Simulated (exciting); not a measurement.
Crystal: AgBr.

```
Ag Br
1.0
     0.00000    2.87015    2.87015
     2.87015    0.00000    2.87015
     2.87015    2.87015    0.00000
Ag Br
1 1
Direct
  0.00000 0.00000 0.00000
  0.50000 0.50000 0.50000
```

```yaml
Program: exciting (release sodium)
Task: single point
Functional: PBE
Potentials_or_basis: all-electron LAPW+lo, shipped species files, valence relativity iora*
rgkmax: 7.5
k_mesh: 8 × 8 × 8
Occupations: fermi-dirac, width 0.05 eV
Spin: no spin polarisation
gmaxvr_cutoff_of_density_and_potential: 14 1/bohr
lmaxapw_and_lmaxmat: 10
lmaxvr: 8
nempty: 14
Valence_relativity: iora*
epsengy: 1e-06 Ha
epspot: 1e-06 Ha
maxscl: 80
Muffin-tin_radii: Ag 2.29, Br 2.0 bohr
```

On this cell: largest force zero by symmetry; band gap on the k mesh 0.67 eV, indirect (least direct gap 2.60 eV).

The same run follows on a disturbed copy (atoms moved at random, drawn with an rms of 0.05 Å):

```
Ag Br
1.0
     0.00000    2.87015    2.87015
     2.87015    0.00000    2.87015
     2.87015    2.87015    0.00000
Ag Br
1 1
Direct
  0.00565 0.99636 0.00428
  0.51022 0.48856 0.50500
```

**Question.** What changes?

**Answer.** The energy moves by +0.2 meV/atom; largest force 0.032 eV/Å; band gap on the k mesh 0.67 eV, indirect (least direct gap 2.59 eV).

Forces in eV/Å, atoms in the order of the input:
```
Ag  -0.024  0.018 -0.011
Br   0.024 -0.018  0.011
```

Caveats: rgkmax is low for these elements, so energy differences scatter by about 1 meV per atom.

A k mesh can miss the band edges.
